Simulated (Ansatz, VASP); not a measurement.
## One calculation of SiO2, two programs

```
Si O
1.0
    -2.57826    2.57826    3.71639
     2.57826   -2.57826    3.71639
     2.57826    2.57826   -3.71639
Si O
2 4
Direct
  0.00000 0.00000 0.00000
  0.75000 0.25000 0.50000
  0.94196 0.62500 0.81696
  0.37500 0.19196 0.31696
  0.80804 0.12500 0.18304
  0.87500 0.05804 0.68304
```

Alike in both runs: functional PBE; k mesh 6 × 6 × 6; occupations gaussian, width 0.02 eV; no spin polarisation.

Ansatz relaxed the structure, and its values are those at the end. VASP's run is a single point on that final structure, the one shown.

|  | VASP | Ansatz |
| --- | --- | --- |
| version | VASP 6.6.1 | Ansatz 0.2.0 |
| potentials or method | VASP PAW PBE potentials, release 64 (Si, O) | scalar-relativistic, plane waves, PAW |
| plane-wave cutoff (eV) | 520 | 420 |
| valence electrons in the cell | 32 | 32 |

|  | VASP | Ansatz | Ansatz less VASP |
| --- | --- | --- | --- |
| gap on the k mesh at the Fermi level (eV) | 5.53 | 5.53 | +0.001 |
| least direct gap on the mesh (eV) | 5.53 | 5.53 | +0.001 |
| pressure (GPa) | -1.3 | -1.3 | -0.05 |

A k mesh can miss the band edges. As with any semilocal functional, this PBE gap is likely too small.
